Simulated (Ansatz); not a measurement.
# O: one contact scaled

One table from this session's results is given with a row withheld; the runs are named, their logs left out.

Method: DFT PBE, with the methods named in each step, in Ansatz 0.2.0.

2 further runs of the same task are left out: 2 that didn't finish.

**The system as given**

It takes space group R-3m (No. 166, trigonal). Conventional cell: a = 2.847 Å, b = 2.847 Å, c = 10.225 Å, α = 90.00°, β = 90.00°, γ = 120.00°. O (site symmetry 3m) has 1 O at 1.18 Å as nearest neighbours.

Structure file:

```xyz
2
Lattice="1.4233 0.8218 3.4083 -1.4233 0.8218 3.4083 0.0000 -1.6435 3.4083" Properties=species:S:1:pos:R:3 pbc="T T T"
O     0.0000    0.0000    0.5900
O     0.0000    0.0000    9.6349
```

Atoms are numbered in the order of the input: O1, O2.

Set-up of the first run:

Input file input.yaml:

```yaml
crystal:
  lattice:
    - [1.42335, 0.8217715057, 3.4083]
    - [-1.42335, 0.8217715057, 3.4083]
    - [0.0, -1.6435430113, 3.4083]
  atoms:
    - { symbol: O, position: [0.0577, 0.0577, 0.0577] }
    - { symbol: O, position: [0.9423, 0.9423, 0.9423] }
kpoints:
  mp_grid: { grid: [10, 10, 10] }
scf:
  occupations: { method: fermi_dirac, width: 0.03 }
hamiltonian:
  xc: pbe
  pseudopotentials: { kind: paw }
output:
  forces: true
  stress: true
  eigenvalues: true
  efg: { contact_densities: true }
  populations: true
  write_density: true
  write_potential: true
  elf: true
  volumetric_format: npy
```

Launch:

```console
ansatz run input.yaml --threads 1 --pin off --max-ram 2048MiB --backend cpu --events-out ev --progress --plain --runs-dir out
```

Steps of the session up to this table: Shortest bond scaled by 1, PAW; Shortest bond scaled by 1.1, PAW; Shortest bond scaled by 0.88, PAW; Shortest bond scaled by 0.82, PAW; Shortest bond scaled by 0.76, PAW; Shortest bond scaled by 0.76, PAW (level accurate).

One of the session's tables, all rows but one given; the rest of the session is left out.

```
              method  length (Å)  F from the given length (eV/cell)  force along the bond (eV/Å)  pressure (GPa)  largest force (eV/Å)
                 PAW       0.897                              8.578                       85.310          167.64                85.310
                 PAW       0.968                              4.040                       46.397           97.17                46.397
                 PAW       1.038                              1.625                       23.863           52.63                23.863
                 PAW       1.180                              0.000                        2.593            5.31                 2.593
                 PAW       1.298                                  ?                            ?               ?                     ?
PAW (level accurate)       0.897                                  –                       78.766          154.29                78.766
```

Estimate the missing values for PAW, 1.298.

As computed: F from the given length (eV/cell): 0.169; force along the bond (eV/Å): -4.495; pressure (GPa): -13.41; largest force (eV/Å): 4.495.
